Squeeze a crystal below the volume it prefers and it pushes back. That pressure measures how steeply the energy falls as the volume grows, so small errors that change with volume appear in it directly. Here one cell of rocksalt SnTe is held fixed and treated with one functional, while the program, the potentials and the plane-wave cutoff change. Can the pressure of one run be forecast from its closest relative in the table?

Pressure of rocksalt SnTe in a fixed 2-atom cell (31.28 Å³/atom), from Ansatz and Quantum ESPRESSO with PBE, without dispersion correction, spin polarisation or spin-orbit coupling. All runs use a 7×7×7 k mesh and Fermi-Dirac smearing of 0.05 eV. Basis gives the plane-wave cutoff; pressure is positive in compression, without Ansatz's Pulay correction.

| program | potentials | basis | pressure (GPa) |
| --- | --- | --- | --- |
| Ansatz | PseudoDojo standard | 1120 eV | ? |
| Ansatz | Ansatz PAW large core | 420 eV | ? |
| Ansatz | Ansatz PAW | 420 eV | 2.200 |
| Ansatz | Ansatz NC | 1120 eV | 2.240 |
| Ansatz | Ansatz PAW earlier set | 640 eV | 2.240 |
| Quantum ESPRESSO | PseudoDojo 0.4.1 SR PBE standard | 1088 eV | 2.260 |
| Ansatz | PseudoDojo stringent | 1450 eV | 2.270 |

All the known pressures are positive, because PBE prefers a larger SnTe cell than this one. This fits the functional's well-known tendency to make such crystals slightly too large, and it is common to every row. The differences between rows come from how each calculation is carried out. Among the known rows they span 0.07 GPa, about 3% of the pressure.

The first known row, Ansatz PAW, is also the lowest, and part of the reason is its basis. When a cell expands with a fixed set of plane waves, the waves stretch and describe sharp features less well. The energy then falls too little on expansion, and the computed pressure comes out too low. The Pulay correction, which repairs this, has been left out of the tabulated pressures. Restoring it shrinks the distance to Ansatz NC from 0.04 to about 0.02 GPa, and the distance to the earlier PAW set from 0.04 to about 0.01 GPa.

Further down, Quantum ESPRESSO and the stringent PseudoDojo set lie slightly higher. Treating more electrons explicitly doesn't order the pressures: rows with 30 valence electrons per cell lie on both sides of the earlier PAW set, which has 38. Even with the Pulay correction restored, the stringent set stays about 0.05 GPa above Ansatz PAW. What remains is mainly a difference between potentials.

This suggests a simple rule for the two open rows at the top: take the pressure of the run that differs least. For Ansatz with PseudoDojo standard, that is the Quantum ESPRESSO row, with a potential family of the same name and nearly the same cutoff. The forecast is $2.26 \pm 0.02$ GPa. The narrow range assumes that the potentials are essentially the same.

For the large-core set the partner is Ansatz PAW at the same cutoff, which gives $2.20 \pm 0.25$ GPa. A larger core presumably freezes the 4d shells, which Ansatz PAW lets respond to their surroundings. A frozen shell can't relax under compression, which tends to raise the pressure. Approximations for its outer tail and for its exchange and correlation with the valence electrons can act either way, so the sign is left open.

The wide range comes from a judgement that such freezing may change the lattice constant $a$ by about 0.2%. Volume changes by three times that fraction, and the bulk modulus $B$, roughly 40 GPa for SnTe, turns it into a pressure:

$$
|\Delta P| \approx 3B\,\frac{|\Delta a|}{a} = 3 \times 40\ \text{GPa} \times 0.002 = 0.24\ \text{GPa}.
$$

The withheld rows as computed:

| program | potentials | basis | pressure (GPa) |
| --- | --- | --- | --- |
| Ansatz | PseudoDojo standard | 1120 eV | 2.150 |
| Ansatz | Ansatz PAW large core | 420 eV | 2.200 |

The first forecast fails. The computed 2.15 GPa lies 0.11 GPa below it, more than five times the stated error, and below every other row. The table held a hint that the forecast ignored: its rows are sorted by pressure, and this one stands first. Even the plain mean of the five known rows would have come slightly closer. The forecast assumed that a shared family name means a shared potential, and that both programs treat it alike. At least one of these assumptions is in doubt.

A better-controlled comparison is with Ansatz NC, which uses the same program and the same cutoff. Changing the potential, together with the basis error it brings, lowers the pressure by 0.09 GPa. That one change exceeds the whole spread of the known rows. Restoring the Pulay correction in both runs still leaves about 0.08 GPa, so most of the shift comes with the change of potential, not from basis error.

The gap to Quantum ESPRESSO is harder to assign. If both programs used identical potentials, their basis errors should nearly cancel at such similar cutoffs. Yet the total energies differ as well, by about 1.2 eV per cell, and Ansatz has the higher one despite its slightly larger cutoff. With identical potentials, extra plane waves should only lower the energy. So either the two sets differ despite their name, or the programs evaluate the same potential differently. The valence band tops, each on its program's own energy scale, agree within 0.002 eV. That hints at closely related potentials but doesn't settle the matter. Running the same potential files in both programs would separate these two guesses.

The second forecast agrees with the computed 2.20 GPa to the last printed digit. Such a close match could mean that both sets use the same potentials, but the valence electron counts rule this out: 20 per cell with the large core, 30 with the ordinary set. The ten missing electrons fill one 4d shell, most likely that of tellurium, which lies deeper than tin's. Basis error doesn't hide a large effect either, since the two pressures still agree within 0.01 GPa once the Pulay correction is restored. A shell so deep and compact probably responds very little to this compression, so freezing it costs little here. The error bar was far too cautious for that case, but the test says nothing about freezing the second 4d shell as well.

In terms of structure, these disagreements are small. By the relation above, the full spread of 0.12 GPa corresponds to about 0.1% in the lattice constant. They matter more when the quantity of interest is itself a small pressure difference, for instance between two slightly strained cells. Such a difference should be taken with the same program, potential files and cutoff, so that their common errors largely cancel.
